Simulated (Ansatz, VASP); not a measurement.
## One calculation of SrCl2, two programs

Contents of INCAR:

```
SYSTEM = SrCl2
PREC = Accurate
ENCUT = 520
EDIFF = 1E-7
ISMEAR = -1
SIGMA = 0.05
LREAL = .FALSE.
LASPH = .TRUE.
NELM = 100
ALGO = Normal
ISIF = 2
LWAVE = .FALSE.
LCHARG = .FALSE.
GGA = PS
NBANDS = 19
```

File KPOINTS:

```
regular mesh
0
G
  7 7 7
  0 0 0
```

POSCAR

```
SrCl2
1.0
    0.0000000000      3.4171392023      3.4171392023
    3.4171392023      0.0000000000      3.4171392023
    3.4171392023      3.4171392023      0.0000000000
Sr Cl
1 2
Direct
    0.0000000000      0.0000000000      0.0000000000
    0.7500000000      0.7500000000      0.7500000000
    0.2500000000      0.2500000000      0.2500000000
```

File input.yaml:

```yaml
crystal:
  lattice:
    - [0.0, 3.4171392023, 3.4171392023]
    - [3.4171392023, 0.0, 3.4171392023]
    - [3.4171392023, 3.4171392023, 0.0]
  atoms:
    - { symbol: Sr, position: [0.0, 0.0, 0.0] }
    - { symbol: Cl, position: [0.75, 0.75, 0.75] }
    - { symbol: Cl, position: [0.25, 0.25, 0.25] }
hamiltonian:
  xc: pbesol
  pseudopotentials: { kind: paw }
kpoints:
  mp_grid: { grid: [7, 7, 7] }
scf:
  occupations: { method: fermi_dirac, width: 0.05 }
output:
  forces: true
  stress: true
  eigenvalues: true
```

Change from the starting cell: volume scaled by 0.94.

Alike in both runs: task single point; functional PBEsol; k mesh 7 × 7 × 7; occupations fermi-dirac, width 0.05 eV; no spin polarisation.

|  | VASP | Ansatz |
| --- | --- | --- |
| version | VASP 6.6.1 | Ansatz 0.2.0 |
| potentials or method | VASP PAW PBE potentials, release 64 (Sr_sv, Cl) | Ansatz PAW |
| plane-wave cutoff (eV) | 520 | 420 |
| valence electrons in the cell | 24 | 24 |

Ansatz gave:

| Item | Value |
| --- | --- |
| gap on the k mesh at the Fermi level (eV) | 5.41 |
| least direct gap on the mesh (eV) | 5.54 |
| pressure (GPa) | 1.3 |

Q: Estimate VASP's values.

A: gap on the k mesh at the Fermi level (eV): 5.40; least direct gap on the mesh (eV): 5.54; pressure (GPa): 1.5.

The functional is the same, so the differences come from potentials, cutoffs and numerics.

Caveats: the PAW data sets were made with another functional, which shifts forces and pressure a little (VASP); an odd mesh through Γ misses points on the zone boundary, where band edges often lie (VASP); odd divisions of the mesh miss points on the zone boundary, where band edges often lie, so the gap on the mesh can be too wide (Ansatz); the PAW data sets come from PBE, with cores solved anew for the run's functional, which leaves a small shift of forces and pressure (Ansatz).
